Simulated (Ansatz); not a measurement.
Course of a relaxation: C

The guess for C was made by a generator: 4-connected net of one element (P6_522, No. 179). The dimensions are guesses.

```
C
1.0
     4.11033    0.00000    0.00000
    -2.05517    3.55965    0.00000
     0.00000    0.00000    4.40648
C
12
Direct
  0.08184 0.72240 0.93715
  0.27760 0.35944 0.60382
  0.64056 0.91816 0.27048
  0.91816 0.27760 0.43715
  0.72240 0.64056 0.10382
  0.35944 0.08184 0.77048
  0.08184 0.35944 0.89618
  0.64056 0.72240 0.56285
  0.27760 0.91816 0.22952
  0.91816 0.64056 0.39618
  0.35944 0.27760 0.06285
  0.72240 0.08184 0.72952
```

Method: DFT PBE, scalar-relativistic, plane waves, PAW in Ansatz. Cutoff 420 eV, Gaussian smearing, Γ-centred meshes. Cell and atoms relax first on a coarse mesh and then on a converged one. In between, the cell is made exact in the group found at 0.06 Å. The steps can't lower the symmetry of their start. No spin polarisation.

Steps on the 6×6×4 mesh (12 atoms, 9 steps). The free energy counts from the last step; the plane-wave basis is renewed at times, which shifts energy and pressure.

```tsv
step	ΔF (meV/atom)	V (Å³/atom)	P (GPa)	largest force component (eV/Å)
1	213.9	5.37	50.49	0.858
2	82.2	5.70	25.61	0.658
3	20.4	6.03	6.67	0.383
4	12.7	6.16	0.76	0.206
5	12.5	6.18	0.10	0.112
6	12.3	6.18	-0.13	0.022
7	0.5	6.18	2.04	0.010
8	0.3	6.22	0.17	0.004
9	0.0	6.22	0.18	0.004
```

The relaxed structure, after a last relaxation on the converged mesh:

```cif
data_structure
_symmetry_space_group_name_H-M 'P6_522'
_symmetry_Int_Tables_number 179
_cell_length_a 4.1563
_cell_length_b 4.1563
_cell_length_c 4.9895
_cell_angle_alpha 90.000
_cell_angle_beta 90.000
_cell_angle_gamma 120.000
_cell_volume 74.64
loop_
_atom_site_label
_atom_site_type_symbol
_atom_site_symmetry_multiplicity
_atom_site_Wyckoff_symbol
_atom_site_fract_x
_atom_site_fract_y
_atom_site_fract_z
_atom_site_occupancy
C1 C 12 c 0.08399 0.71855 0.95238 1
```

The symmetry stays P6_522 (No. 179). The volume per atom grows by 15.8 %, from 5.4 to 6.2 Å³. The shortest distance goes from 1.50 Å (C–C) to 1.51 Å (C–C). The ratio c/a of the conventional cell changes by a factor of 1.12. The energy falls by about 0.21 eV/atom (the start's value is from the coarse mesh). C is surrounded by 4 C at 1.51–1.61 Å.

| Quantity | Value |
| --- | --- |
| Volume per atom | 6.22 Å³ |
| Density | 3.21 g/cm³ |
| Energy over the standard state | +0.966 eV/atom |
| Gap on the 6×6×6 mesh of the 12-atom cell | 2.29 eV |

Energies count from the standard state of C at the same level.

The last run used Gaussian smearing of 0.02 eV. Kohn–Sham gaps at this level usually fall short of measured ones. The reference form of C is held partly by dispersion forces, which this level lacks. Symmetry constrained the relaxation, so the result can be a saddle point. In all, the 3 runs took 63 s on 1 thread of AMD EPYC 7R43 64-Core Processor (Zen 3) (shared host). Another cell of C relaxed alike, in P4_2/mmc, lies 0.37 eV/atom lower, so this cell isn't the stable form at this level.
